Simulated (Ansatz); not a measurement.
## Contact densities of AgCl against volume

```
Ag Cl
1.0
     0.00000    2.77315    2.77315
     2.77315    0.00000    2.77315
     2.77315    2.77315    0.00000
Ag Cl
1 1
Direct
  0.50000 0.50000 0.50000
  0.00000 0.00000 0.00000
```

Atoms are numbered in the order listed.

The cell is COD entry 9011666, as deposited and not checked against the literature; nothing was relaxed.

All numbers below come from DFT, PBE, all-electron PAW with datasets made for the crystal, scalar-relativistic in Ansatz 0.2.0.

Numerical set-up: a Γ-centred 9×9×9 k mesh, Fermi–Dirac smearing of 0.01 eV, cutoff 260 eV (chosen by the program for this cell), no spin polarisation.

The contact density is the mean electron density over the nuclear volume; its changes follow the s electrons' response to bonding and compression. Changes below are taken from the unscaled cell, where it is 948346 e/Å³ at Ag1, 24122.3 e/Å³ at Cl2.

| V/V(cell) | P (GPa) | Δρ(0) Ag1 (e/Å³) | Δρ(0) Cl2 (e/Å³) |
| --- | --- | --- | --- |
| 0.9600 | 3.9 | ? | 0.00 |
| 1.0000 | 1.6 | 0.00 | 0.00 |
| 1.0400 | -0.2 | ? | 0.00 |

(1) What belongs in the row "0.9600", column "Δρ(0) Ag1 (e/Å³)"?

(2) Fill in "Δρ(0) Ag1 (e/Å³)" for the row "1.0400".

The datasets are made afresh for each cell, so very small changes are uncertain.

## Answers

(1) 2.57.

(2) -2.34.
